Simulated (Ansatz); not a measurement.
# TaN: a line through a two-coordinate scan

One line of a two-coordinate grid on TaN (P6_3mc, No. 186; 4 atoms in the cell): volume per atom is varied, at c/a of the conventional cell = 2.187.

Program: Ansatz 0.2.0. Level of theory: DFT PBEsol, scalar-relativistic, plane waves, PAW. These are calculated values, not measurements.

16 further runs of the same task are left out: 16 set aside as unsound or not needed. Runs told in other sessions of the task aren't counted.

**1. Starting point**

The structure is hexagonal, space group P6_3mc (No. 186). Conventional cell: a = 3.122 Å, b = 3.122 Å, c = 6.052 Å, α = 90.00°, β = 90.00°, γ = 120.00°. Ta (site symmetry 3m) is surrounded by 4 N at 1.97 to 2.09 Å. N (site symmetry 3m) is surrounded by 4 Ta at 1.97 to 2.09 Å.

Structure file:

```cif
data_structure
_symmetry_space_group_name_H-M 'P6_3mc'
_symmetry_Int_Tables_number 186
_cell_length_a 3.1220
_cell_length_b 3.1220
_cell_length_c 6.0516
_cell_angle_alpha 90.000
_cell_angle_beta 90.000
_cell_angle_gamma 120.000
_cell_volume 51.08
loop_
_atom_site_label
_atom_site_type_symbol
_atom_site_symmetry_multiplicity
_atom_site_Wyckoff_symbol
_atom_site_fract_x
_atom_site_fract_y
_atom_site_fract_z
_atom_site_occupancy
Ta1 Ta 2 b 0.33333 0.66667 0.03010 1
N1 N 2 b 0.33333 0.66667 0.35490 1
```

This cell was relaxed beforehand with the same method: volume 12.77 Å³/atom, gap on the mesh none (metal).

**2. What is varied**

The energy is mapped over volume and the cell's shape.

First coordinate, volume per atom: 7 values from 11.24 to 14.30 Å³. Second coordinate, c/a of the conventional cell: 7 values from 1.718 to 2.187.

Nothing else is relaxed (fractional coordinates fixed). Energies count from the relaxed crystal. Points are written as (first, second).

**3. Point (11.24 Å³, 2.187)**

input.yaml reads:

```yaml
crystal:
  lattice:
    - [2.8738875704, 0.0, 0.0]
    - [-1.4369437852, 2.4888596436, 0.0]
    - [0.0, 0.0, 6.2846173389]
  atoms:
    - { symbol: Ta, position: [0.3333333333, 0.6666666667, 0.0301041378] }
    - { symbol: Ta, position: [0.6666666667, 0.3333333333, 0.5301041378] }
    - { symbol: "N", position: [0.3333333333, 0.6666666667, 0.3548958622] }
    - { symbol: "N", position: [0.6666666667, 0.3333333333, 0.8548958622] }
basis:
  ecutwfc: 520.0
kpoints:
  mp_grid: { grid: [18, 18, 8] }
hamiltonian:
  xc: pbesol
  pseudopotentials: { kind: paw, azcp: { folder: soft_1 } }
scf:
  occupations: { method: gaussian, width: 0.15 }
output:
  forces: true
  stress: true
  eigenvalues: true
```

Launch:

```console
ansatz run input.yaml --threads 2 --pin off --max-ram 4096MiB --backend cpu --events-out ev --progress --plain --runs-dir out
```

Log, shortened:

```text
Warning: <dir> the record states the generating functional pbe (its physics header spells it `PBE`), which answers neither for hamiltonian.xc's functional nor for the pbesol family's — results may be inconsistent (PPs are generated against a specific XC)
[...]
Warning: RAYON_NUM_THREADS=2 ignored (pool sized by the plan → 2); use --threads N
[...]
Pseudopotentials: kind: paw
Pseudopotential: Ta, paw, valence charge 13, recommended cutoff 420 eV (normal), <dir>
Pseudopotential: N, paw, valence charge 5, recommended cutoff 420 eV (normal), <dir>
Functional definition: PBEsol
[...]
Crystal: 4 atoms, lattice volume = 44.952 Å³
Basis set: ecut = 520 eV, 1199 PW (Γ), exchange–correlation on 48×48×96 points (8 copies of the dense FFT grid, shifted against one another)
Bands: 22, of which v1, the nominal top of the filled ones, is band 18 counted from 1 (17 counted from 0)
Symmetry: 12 space group operations
Space group: P63mc (ITA 186), of the structure as read, at distance tolerance 3.6e-5 Å
k-points: 185 of 2592 (time reversal used)
[...]
SCF iter   1: F=—  HF=-20374.671160 eV  |F-HF|=—  |Δ(HF+E_count)|=         —  Δρ=6.79e-2  dr2=2.01e0  ethr=3.10e-3  ⟨swp⟩=5.0  Hψ=18209  notcnv=0
[...]
SCF iter   7: F=-20374.129145 eV  HF=-20374.129145 eV  |F-HF|=1.63e-8  |Δ(HF+E_count)|=   8.15e-8  Δρ=1.38e-5  dr2=8.53e-8  ethr=2.78e-10  ⟨swp⟩=5.0  Hψ=20676  notcnv=0
[...]
SCF converged after 7 iterations
Free energy (F): -20374.129145 eV
[...]
E sigma→0 (E₀):  -20374.121437 eV
Entropy (-TS):   -0.015416 eV (-3.854 meV/atom)
Fermi energy:    18.822860 eV
[...]
--- Forces (eV/Å), atoms counted from 1 ---
  atom   1  Ta    -0.00000000    -0.00000000     2.87028913
  atom   2  Ta     0.00000000     0.00000000     2.87028913
  atom   3  N      0.00000000     0.00000000    -2.87016854
  atom   4  N     -0.00000000    -0.00000000    -2.87016854
[...]
--- Stress (GPa, compression-positive) ---
       56.094807       0.000000       0.000000
        0.000000      56.094807       0.000000
        0.000000       0.000000       6.517809
  P = ⅓ Tr σ = 39.5691 GPa (395.691 kbar)
--- Band table (eV; the first three rows and the last of 185) ---
  k-point 0: bands = ["-49.1666", "-49.1557", "-16.2764", "-15.8735", "-15.2708", "-15.2708", "-15.2475", "-15.2475", "1.4623", "3.2691", "10.6968", "11.1939", "13.7572", "13.7572", "14.4228", "14.4228", "18.1262", "18.5001", "19.6788", "19.6788", "21.4939", "21.4939"]
[...]
```

Run time: 18 s. Hardware: 2 threads of Arm Neoverse N1, shared host; peak memory 0.5 GiB.

Energy on the map's scale: 302 meV/atom.

**4. Grid point (11.75 Å³, 2.187)**

input.yaml: that of step 3 with these lines changed.

```diff
@@ -2,5 +2,5 @@
   lattice:
-    - [2.8738875704, 0.0, 0.0]
-    - [-1.4369437852, 2.4888596436, 0.0]
-    - [0.0, 0.0, 6.2846173389]
+    - [2.9168027856, 0.0, 0.0]
+    - [-1.4584013928, 2.5260253102, 0.0]
+    - [0.0, 0.0, 6.3784643316]
   atoms:
@@ -23 +23,5 @@
   eigenvalues: true
+  write_density: true
+  write_potential: true
+  elf: true
+  volumetric_format: npy
```

Launch:

```console
ansatz run input.yaml --threads 2 --pin off --max-ram 4096MiB --backend cpu --events-out ev --progress --plain --runs-dir out
```

Log, shortened:

```text
Warning: <dir> the record states the generating functional pbe (its physics header spells it `PBE`), which answers neither for hamiltonian.xc's functional nor for the pbesol family's — results may be inconsistent (PPs are generated against a specific XC)
[...]
Warning: RAYON_NUM_THREADS=2 ignored (pool sized by the plan → 2); use --threads N
[...]
Pseudopotentials: kind: paw
Pseudopotential: Ta, paw, valence charge 13, recommended cutoff 420 eV (normal), <dir>
Pseudopotential: N, paw, valence charge 5, recommended cutoff 420 eV (normal), <dir>
Functional definition: PBEsol
[...]
Crystal: 4 atoms, lattice volume = 46.996 Å³
Basis set: ecut = 520 eV, 1295 PW (Γ), exchange–correlation on 48×48×96 points (8 copies of the dense FFT grid, shifted against one another)
Bands: 22, of which v1, the nominal top of the filled ones, is band 18 counted from 1 (17 counted from 0)
Symmetry: 12 space group operations
Space group: P63mc (ITA 186), of the structure as read, at distance tolerance 3.6e-5 Å
k-points: 185 of 2592 (time reversal used)
[...]
SCF iter   1: F=—  HF=-20374.975853 eV  |F-HF|=—  |Δ(HF+E_count)|=         —  Δρ=6.25e-2  dr2=1.77e0  ethr=3.10e-3  ⟨swp⟩=5.0  Hψ=16862  notcnv=0
[...]
SCF iter   8: F=-20374.518994 eV  HF=-20374.518994 eV  |F-HF|=2.27e-9  |Δ(HF+E_count)|=   4.43e-9  Δρ=3.78e-6  dr2=6.96e-9  ethr=2.78e-10  ⟨swp⟩=9.1  Hψ=27758  notcnv=0
[...]
SCF converged after 8 iterations
Free energy (F): -20374.518994 eV
[...]
E sigma→0 (E₀):  -20374.511343 eV
Entropy (-TS):   -0.015302 eV (-3.826 meV/atom)
Fermi energy:    17.859442 eV
[...]
--- Forces (eV/Å), atoms counted from 1 ---
  atom   1  Ta     0.00000000    -0.00000000     2.38705509
  atom   2  Ta     0.00000000     0.00000000     2.38705509
  atom   3  N     -0.00000000     0.00000000    -2.38705762
  atom   4  N     -0.00000000    -0.00000000    -2.38705762
[...]
--- Stress (GPa, compression-positive) ---
       38.166749       0.000000       0.000000
        0.000000      38.166749       0.000000
        0.000000       0.000000      -9.870821
  P = ⅓ Tr σ = 22.1542 GPa (221.542 kbar)
--- Band table (eV; the first three rows and the last of 185) ---
[... band rows left out ...]
[...]
```

Wall time 27 s (2 threads of Arm Neoverse N1, shared host); peak memory 0.52 GiB.

Density in a lattice plane of the grid's cell (edges 2.92 and 6.38 Å, at 0.333 of the third edge), which holds Ta and N.

Ten even steps from '0' (0.12 e/Å³) to '9' (4.77 e/Å³):
```
0010113321
0000136652
0000147762
0000136641
0000012210
0000001110
0000013320
0000159973
1000389895
1000389895
0000148862
0010012210
0010000000
0000000000
0000000000
0000000000
0000000000
0110000000
1221000000
1121000000
```
Columns run along the first of these edges and rows up along the second, over one cell in 10 and 20 even steps from the bottom left corner. Atoms in the plane (fractional): Ta at (0.67, 0.53), N at (0.67, 0.85).

ELF in the same plane.

Ten even steps from ' ' (0.10) to '@' (0.85):
```
........--##%%%%%%++
--    ::##%%++==%%%%
++    --%%##..  **@@
++..  --%%@@##**%%%%
--    ::++%%@@@@@@##
  ....  ..::----::..
  ..::    --++**==..
....::..==%%%%##%%**
::..::..**%%::..####
..::::..++%%--::####
..==++::::##%%%%%%==
--####++..::++**--..
++##%%**--        ::
++**##++--..      ::
--====--::........::
        ....::::....
          ..::::..  
..----::  ..::::..  
::++++--  ..::::..  
..====::..--++**==..
```
Columns run along the first of these edges and rows up along the second, over one cell in 10 and 20 even steps from the bottom left corner. Atoms in the plane (fractional): Ta at (0.67, 0.53), N at (0.67, 0.85).

Both are smooth fields of the valence electrons: close to the nuclei they are not physical.

Outside the cores ELF peaks at 0.85 on the N–Ta line, 0.7 Å from N; 0.81 in the shell around N, 0.7 Å from N; 0.70 between the atoms, 1.7 Å from Ta.

That is 205 meV/atom from the zero.

**5. Grid point (12.26 Å³, 2.187)**

input.yaml: that of step 4 with these lines changed.

```diff
@@ -2,5 +2,5 @@
   lattice:
-    - [2.9168027856, 0.0, 0.0]
-    - [-1.4584013928, 2.5260253102, 0.0]
-    - [0.0, 0.0, 6.3784643316]
+    - [2.9584910164, 0.0, 0.0]
+    - [-1.4792455082, 2.5621283771, 0.0]
+    - [0.0, 0.0, 6.4696281548]
   atoms:
@@ -23,5 +23 @@
   eigenvalues: true
-  write_density: true
-  write_potential: true
-  elf: true
-  volumetric_format: npy
```

Launch:

```console
ansatz run input.yaml --threads 2 --pin off --max-ram 4096MiB --backend cpu --events-out ev --progress --plain --runs-dir out
```

Log, shortened:

```text
Warning: <dir> the record states the generating functional pbe (its physics header spells it `PBE`), which answers neither for hamiltonian.xc's functional nor for the pbesol family's — results may be inconsistent (PPs are generated against a specific XC)
[...]
Warning: RAYON_NUM_THREADS=2 ignored (pool sized by the plan → 2); use --threads N
[...]
Pseudopotentials: kind: paw
Pseudopotential: Ta, paw, valence charge 13, recommended cutoff 420 eV (normal), <dir>
Pseudopotential: N, paw, valence charge 5, recommended cutoff 420 eV (normal), <dir>
Functional definition: PBEsol
[...]
Crystal: 4 atoms, lattice volume = 49.040 Å³
Basis set: ecut = 520 eV, 1345 PW (Γ), exchange–correlation on 48×48×100 points (8 copies of the dense FFT grid, shifted against one another)
Bands: 22, of which v1, the nominal top of the filled ones, is band 18 counted from 1 (17 counted from 0)
Symmetry: 12 space group operations
Space group: P63mc (ITA 186), of the structure as read, at distance tolerance 3.7e-5 Å
k-points: 185 of 2592 (time reversal used)
[...]
SCF iter   1: F=—  HF=-20375.095530 eV  |F-HF|=—  |Δ(HF+E_count)|=         —  Δρ=5.80e-2  dr2=1.57e0  ethr=3.10e-3  ⟨swp⟩=4.9  Hψ=15935  notcnv=0
[...]
SCF iter   8: F=-20374.708334 eV  HF=-20374.708334 eV  |F-HF|=1.11e-9  |Δ(HF+E_count)|=   1.56e-9  Δρ=3.61e-6  dr2=6.70e-9  ethr=2.78e-10  ⟨swp⟩=5.0  Hψ=16478  notcnv=0
[...]
SCF converged after 8 iterations
Free energy (F): -20374.708334 eV
[...]
E sigma→0 (E₀):  -20374.700810 eV
Entropy (-TS):   -0.015048 eV (-3.762 meV/atom)
Fermi energy:    16.971245 eV
[...]
--- Forces (eV/Å), atoms counted from 1 ---
  atom   1  Ta     0.00000000     0.00000000     1.96452368
  atom   2  Ta    -0.00000000    -0.00000000     1.96452368
  atom   3  N      0.00000000    -0.00000000    -1.96451458
  atom   4  N      0.00000000    -0.00000000    -1.96451458
[...]
--- Stress (GPa, compression-positive) ---
       23.443384       0.000000      -0.000000
        0.000000      23.443384       0.000000
       -0.000000       0.000000     -22.833191
  P = ⅓ Tr σ = 8.0179 GPa (80.179 kbar)
--- Band table (eV; the first three rows and the last of 185) ---
[... band rows left out ...]
[...]
```

Wall time 20 s (2 threads of Arm Neoverse N1, shared host); peak memory 0.52 GiB.

On the map this point reads 157 meV/atom.

**6. The run at (12.77 Å³, 2.187)**

input.yaml: that of step 5 with these lines changed.

```diff
@@ -2,5 +2,5 @@
   lattice:
-    - [2.9584910164, 0.0, 0.0]
-    - [-1.4792455082, 2.5621283771, 0.0]
-    - [0.0, 0.0, 6.4696281548]
+    - [2.9989913295, 0.0, 0.0]
+    - [-1.4994956648, 2.5972026771, 0.0]
+    - [0.0, 0.0, 6.5581942394]
   atoms:
```

Launch:

```console
ansatz run input.yaml --threads 2 --pin off --max-ram 4096MiB --backend cpu --events-out ev --progress --plain --runs-dir out
```

Log, shortened:

```text
[...]
SCF converged after 7 iterations
Free energy (F): -20374.734874 eV
[...]
E sigma→0 (E₀):  -20374.727523 eV
Entropy (-TS):   -0.014701 eV (-3.675 meV/atom)
Fermi energy:    16.150679 eV
[...]
--- Forces (eV/Å), atoms counted from 1 ---
  atom   1  Ta    -0.00000000     0.00000000     1.59305049
  atom   2  Ta     0.00000000    -0.00000000     1.59305049
  atom   3  N      0.00000000    -0.00000000    -1.59297132
  atom   4  N     -0.00000000     0.00000000    -1.59297132
[...]
--- Stress (GPa, compression-positive) ---
       11.346858      -0.000000       0.000000
       -0.000000      11.346858       0.000000
        0.000000      -0.000000     -33.063027
  P = ⅓ Tr σ = -3.4564 GPa (-34.564 kbar)
--- Band table (eV; the first three rows and the last of 185) ---
  k-point 0: bands = ["-52.1281", "-52.1229", "-18.9266", "-18.6989", "-18.2933", "-18.2933", "-18.2800", "-18.2800", "-0.3206", "1.0362", "8.6183", "9.4074", "11.7461", "11.7461", "12.3139", "12.3139", "15.2285", "15.9159", "16.9929", "16.9929", "18.4748", "18.4748"]
[...]
```

It took 20 s on 2 threads of Arm Neoverse N1, shared host; peak memory 0.53 GiB.

Energy on the map's scale: 151 meV/atom.

**7. Grid point (13.79 Å³, 2.187)**

input.yaml: that of step 6 with these lines changed.

```diff
@@ -2,5 +2,5 @@
   lattice:
-    - [2.9989913295, 0.0, 0.0]
-    - [-1.4994956648, 2.5972026771, 0.0]
-    - [0.0, 0.0, 6.5581942394]
+    - [3.07691747, 0.0, 0.0]
+    - [-1.538458735, 2.6646886944, 0.0]
+    - [0.0, 0.0, 6.7286031235]
   atoms:
```

Launch:

```console
ansatz run input.yaml --threads 2 --pin off --max-ram 4096MiB --backend cpu --events-out ev --progress --plain --runs-dir out
```

Log, shortened:

```text
Warning: <dir> the record states the generating functional pbe (its physics header spells it `PBE`), which answers neither for hamiltonian.xc's functional nor for the pbesol family's — results may be inconsistent (PPs are generated against a specific XC)
[...]
Warning: RAYON_NUM_THREADS=2 ignored (pool sized by the plan → 2); use --threads N
[...]
Pseudopotentials: kind: paw
Pseudopotential: Ta, paw, valence charge 13, recommended cutoff 420 eV (normal), <dir>
Pseudopotential: N, paw, valence charge 5, recommended cutoff 420 eV (normal), <dir>
Functional definition: PBEsol
[...]
Crystal: 4 atoms, lattice volume = 55.168 Å³
Basis set: ecut = 520 eV, 1453 PW (Γ), exchange–correlation on 48×48×108 points (8 copies of the dense FFT grid, shifted against one another)
Bands: 22, of which v1, the nominal top of the filled ones, is band 18 counted from 1 (17 counted from 0)
Symmetry: 12 space group operations
Space group: P63mc (ITA 186), of the structure as read, at distance tolerance 3.8e-5 Å
k-points: 185 of 2592 (time reversal used)
[...]
SCF iter   1: F=—  HF=-20374.664800 eV  |F-HF|=—  |Δ(HF+E_count)|=         —  Δρ=4.86e-2  dr2=1.17e0  ethr=3.10e-3  ⟨swp⟩=4.6  Hψ=15565  notcnv=0
[...]
SCF iter   7: F=-20374.416310 eV  HF=-20374.416310 eV  |F-HF|=2.81e-9  |Δ(HF+E_count)|=   1.68e-7  Δρ=7.52e-6  dr2=3.58e-8  ethr=2.78e-10  ⟨swp⟩=5.8  Hψ=17799  notcnv=0
[...]
SCF converged after 7 iterations
Free energy (F): -20374.416310 eV
[...]
E sigma→0 (E₀):  -20374.409336 eV
Entropy (-TS):   -0.013948 eV (-3.487 meV/atom)
Fermi energy:    14.679162 eV
[...]
--- Forces (eV/Å), atoms counted from 1 ---
  atom   1  Ta     0.00000000    -0.00000000     0.97195378
  atom   2  Ta    -0.00000000     0.00000000     0.97195378
  atom   3  N     -0.00000000     0.00000000    -0.97191972
  atom   4  N     -0.00000000    -0.00000000    -0.97191972
[...]
--- Stress (GPa, compression-positive) ---
       -6.810869       0.000000       0.000000
       -0.000000      -6.810869       0.000000
        0.000000       0.000000     -47.423188
  P = ⅓ Tr σ = -20.3483 GPa (-203.483 kbar)
--- Band table (eV; the first three rows and the last of 185) ---
[... band rows left out ...]
[...]
```

It took 21 s on 2 threads of Arm Neoverse N1, shared host; peak memory 0.55 GiB.

Energy on the map's scale: 230 meV/atom.

**8. The run at (14.30 Å³, 2.187)**

input.yaml: that of step 7 with these lines changed.

```diff
@@ -2,5 +2,5 @@
   lattice:
-    - [3.07691747, 0.0, 0.0]
-    - [-1.538458735, 2.6646886944, 0.0]
-    - [0.0, 0.0, 6.7286031235]
+    - [3.1144579936, 0.0, 0.0]
+    - [-1.5572289968, 2.6971997415, 0.0]
+    - [0.0, 0.0, 6.8106967404]
   atoms:
```

Launch:

```console
ansatz run input.yaml --threads 2 --pin off --max-ram 4096MiB --backend cpu --events-out ev --progress --plain --runs-dir out
```

Log, shortened:

```text
[...]
SCF converged after 7 iterations
Free energy (F): -20374.116287 eV
[...]
E sigma→0 (E₀):  -20374.109485 eV
Entropy (-TS):   -0.013603 eV (-3.401 meV/atom)
Fermi energy:    14.016344 eV
[...]
--- Forces (eV/Å), atoms counted from 1 ---
  atom   1  Ta     0.00000000     0.00000000     0.71186625
  atom   2  Ta    -0.00000000     0.00000000     0.71186625
  atom   3  N     -0.00000000    -0.00000000    -0.71183486
  atom   4  N      0.00000000    -0.00000000    -0.71183486
[...]
--- Stress (GPa, compression-positive) ---
      -13.546963       0.000000      -0.000000
        0.000000     -13.546963       0.000000
       -0.000000       0.000000     -52.309391
  P = ⅓ Tr σ = -26.4678 GPa (-264.678 kbar)
--- Band table (eV; the first three rows and the last of 185) ---
  k-point 0: bands = ["-54.5524", "-54.5498", "-21.1600", "-21.0268", "-20.7384", "-20.7384", "-20.7305", "-20.7305", "-1.7027", "-0.6546", "7.0213", "7.9812", "10.1332", "10.1332", "10.6277", "10.6277", "12.9328", "13.8370", "14.8154", "14.8154", "16.0481", "16.0481"]
[...]
```

It took 23 s on 2 threads of Arm Neoverse N1, shared host; peak memory 0.56 GiB.

On the map this point reads 305 meV/atom.

**9. The line in numbers**

```
volume per atom (Å³)  step  energy (meV/atom)  slope (meV/atom per Å³)  pressure (GPa)  band gap on the k-mesh (eV)  largest force on an atom (eV/Å)
               11.24     3                302                     −247              40                        0.000                             2.87
               11.75     4                205                     −138              22                        0.000                             2.39
               12.26     5                157                      −50               8                        0.000                             1.97
               12.77     6                151                       22              −3                        0.000                             1.59
               13.28     –                177                       80             −13                        0.000                             1.26
               13.79     7                230                      127             −20                        0.029                             0.97
               14.30     8                305                      165             −26                        0.049                             0.71
```

Energies count from the relaxed crystal. Rows without a step come from runs not printed here or follow by symmetry. Slopes come from the forces (and the stress, where the cell changes), not from differences of energies.

Of the points computed the energy is lowest at 12.77 Å³, 151 meV/atom from the zero. A fit to energies and slopes at the lowest point and its two neighbours puts the minimum at 12.605 Å³, with a curvature of about 140 meV/atom per (Å³)². V·d²E/dV² there is about 270 GPa, a bulk modulus under this line's constraint. The highest point computed, at 14.30 Å³, lies 155 meV/atom above the lowest. The gap on the mesh reads zero on part of the line; semilocal functionals close small gaps early. This is one cut through a surface in two coordinates; the map's lowest point lies off it. With the other coordinates free, the energies away from the reference would be the same or lower. The gap on the mesh closes on part of the grid. Spin-orbit coupling is left out, which matters for the bands of Ta.
